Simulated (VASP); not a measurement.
Input of a VASP 6.6.1 run:

The input INCAR:

```
SYSTEM = P
PREC = Accurate ; ENCUT = 350
EDIFF = 1E-7 ; ISMEAR = 0
SIGMA = 0.02 ; LREAL = .False.
LASPH = .True. ; NELM = 80
ALGO = Normal ; ISIF = 2
LWAVE = .False. ; LCHARG = .False.
```

Contents of KPOINTS:

```
Automatic mesh
0
Gamma
  6 6 4
  0 0 0
```

Contents of POSCAR:

```
P                                       
1.0
    1.6723924071     -5.0334814847      0.0000000000
    1.6723924071      5.0334814847     -0.0000000000
    0.0000000000      0.0000000000      4.0512314954
  P             
     4
Direct
     0.8925925519763905    0.1074074480236094    0.0685175708043132
     0.6074074480236095    0.3925925519763905    0.5685175708043131
     0.1074074480236094    0.8925925519763905    0.9314824291956869
     0.3925925519763905    0.6074074480236095    0.4314824291956869
```

Contents of KPOINTS_OPT:

```
path GXSRAZGYX1A1TY,ZT
20
line-mode
reciprocal
 0.0000000000  0.0000000000  0.0000000000  G
 0.2750161111  0.2750161111  0.0000000000  X

 0.2750161111  0.2750161111  0.0000000000  X
 0.0000000000  0.5000000000  0.0000000000  S

 0.0000000000  0.5000000000  0.0000000000  S
 0.0000000000  0.5000000000  0.5000000000  R

 0.0000000000  0.5000000000  0.5000000000  R
 0.2750161111  0.2750161111  0.5000000000  A

 0.2750161111  0.2750161111  0.5000000000  A
 0.0000000000  0.0000000000  0.5000000000  Z

 0.0000000000  0.0000000000  0.5000000000  Z
 0.0000000000  0.0000000000  0.0000000000  G

 0.0000000000  0.0000000000  0.0000000000  G
-0.5000000000  0.5000000000  0.0000000000  Y

-0.5000000000  0.5000000000  0.0000000000  Y
-0.2750161111  0.7249838889  0.0000000000  X1

-0.2750161111  0.7249838889  0.0000000000  X1
-0.2750161111  0.7249838889  0.5000000000  A1

-0.2750161111  0.7249838889  0.5000000000  A1
-0.5000000000  0.5000000000  0.5000000000  T

-0.5000000000  0.5000000000  0.5000000000  T
-0.5000000000  0.5000000000  0.0000000000  Y

 0.0000000000  0.0000000000  0.5000000000  Z
-0.5000000000  0.5000000000  0.5000000000  T
```

Potentials or basis: VASP PAW LDA potentials, release 64 (P).

The run is started by

```console
$ cat potpaw_LDA.64/P/POTCAR > POTCAR
$ mpirun -np 1 vasp_std > vasp.out
```

Task: Estimate the pressure.

Result: 0.0 GPa.

Task: Estimate the band gap along the path.

Result: None (metal or under the smearing width).

Levels at the corners of the path, in eV from the Fermi level:
```csv
point,band 8,band 9,band 10,band 11,band 12,band 13
Γ,-2.79,-2.76,-1.29,1.16,1.29,1.79
X,-3.06,-2.82,-1.96,0.50,0.56,1.38
X,-3.06,-2.82,-1.96,0.50,0.56,1.38
S,-3.10,-2.57,-2.57,0.73,0.73,1.21
S,-3.10,-2.57,-2.57,0.73,0.73,1.21
R,-5.82,-2.12,-2.12,1.57,1.57,5.19
R,-5.82,-2.12,-2.12,1.57,1.57,5.19
A,-4.73,-2.24,-2.24,2.18,2.18,4.21
A,-4.73,-2.24,-2.24,2.18,2.18,4.21
Z,-3.13,-0.75,-0.75,1.39,1.39,1.95
Z,-3.13,-0.75,-0.75,1.39,1.39,1.95
Γ,-2.79,-2.76,-1.29,1.16,1.29,1.79
Γ,-2.79,-2.76,-1.29,1.16,1.29,1.79
Y,-2.19,-1.85,-0.47,0.30,0.75,2.42
Y,-2.19,-1.85,-0.47,0.30,0.75,2.42
X1,-3.06,-2.82,-1.96,0.50,0.56,1.38
X1,-3.06,-2.82,-1.96,0.50,0.56,1.38
A1,-4.73,-2.24,-2.24,2.18,2.18,4.21
A1,-4.73,-2.24,-2.24,2.18,2.18,4.21
T,-2.33,-1.12,-1.12,1.26,1.26,2.61
T,-2.33,-1.12,-1.12,1.26,1.26,2.61
Y,-2.19,-1.85,-0.47,0.30,0.75,2.42
Z,-3.13,-0.75,-0.75,1.39,1.39,1.95
T,-2.33,-1.12,-1.12,1.26,1.26,2.61
```

Caveat: the k mesh is coarse (spacing up to 0.39 Å⁻¹), so the values aren't converged.
